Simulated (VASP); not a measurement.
TePb in VASP: convergence with k mesh

Input of the first run (k mesh 2 × 2 × 2); the others differ in this setting and in those tied to it:

The input INCAR:

```
PREC = Accurate
ENCUT = 500
EDIFF = 1E-6
ISMEAR = 0
SIGMA = 0.02
LREAL = F
LASPH = T
NELM = 80
ALGO = Fast
ISIF = 2
LWAVE = F
LCHARG = F
GGA = PS
```

KPOINTS

```
regular mesh
0
Gamma
  2 2 2
```

POSCAR

```
TePb
1.0
    0.0000000000      3.2310000000      3.2310000000
    3.2310000000      0.0000000000      3.2310000000
    3.2310000000      3.2310000000      0.0000000000
Pb Te
1 1
Direct
    0.0000000000      0.0000000000      0.0000000000
    0.5000000000      0.5000000000      0.5000000000
```

Potentials or basis: VASP PAW PBE potentials, release 64 (Pb, Te).

Command:

```console
$ cat potpaw_PBE.64/Pb/POTCAR potpaw_PBE.64/Te/POTCAR > POTCAR
$ mpirun -np 1 vasp_std > vasp.out
```

Hardware: 1 thread of Intel(R) Xeon(R) 6975P-C (Granite Rapids) (shared host).

Problem. The values tried are 2 × 2 × 2, 3 × 3 × 3, 4 × 4 × 4, 5 × 5 × 5, 7 × 7 × 7, 8 × 8 × 8, 10 × 10 × 10, 12 × 12 × 12, loosest first. From which on does the pressure stay within 0.1 GPa of the tightest run that finished?

Solution. From 3 × 3 × 3 on.

| k mesh | energy less the tightest run, at zero smearing (meV/atom) | pressure (GPa) | SCF cycles | CPU time (s) | peak memory (GiB) |
| --- | --- | --- | --- | --- | --- |
| 2 × 2 × 2 | 860.76 | 6.97 | 13 | 3.6 | 0.2 |
| 3 × 3 × 3 | -25.15 | -0.53 | 12 | 3.7 | 0.19 |
| 4 × 4 × 4 | 3.22 | -0.43 | 12 | 4.3 | 0.2 |
| 5 × 5 × 5 | -0.99 | -0.44 | 12 | 4.6 | 0.21 |
| 7 × 7 × 7 | -0.75 | -0.45 | 12 | 6.6 | 0.21 |
| 8 × 8 × 8 | 0.07 | -0.42 | 12 | 8.4 | 0.22 |
| 10 × 10 × 10 | -0.01 | -0.43 | 12 | 12 | 0.22 |
| 12 × 12 × 12 | 0.00 | -0.43 | 12 | 17 | 0.24 |

Against the tightest run, the energy stays within 1 meV/atom from 5 × 5 × 5 on. Meshes of other sizes hit other points, so gaps and Fermi surfaces needn't settle smoothly. The tightest run that finished is the yardstick and may itself not be fully converged.

Caveat, for the tightest run too: the PAW data sets were made with another functional, which shifts forces and pressure a little; spin-orbit coupling is left out, which as a rule narrows the gap of such compounds by several tenths of an eV.
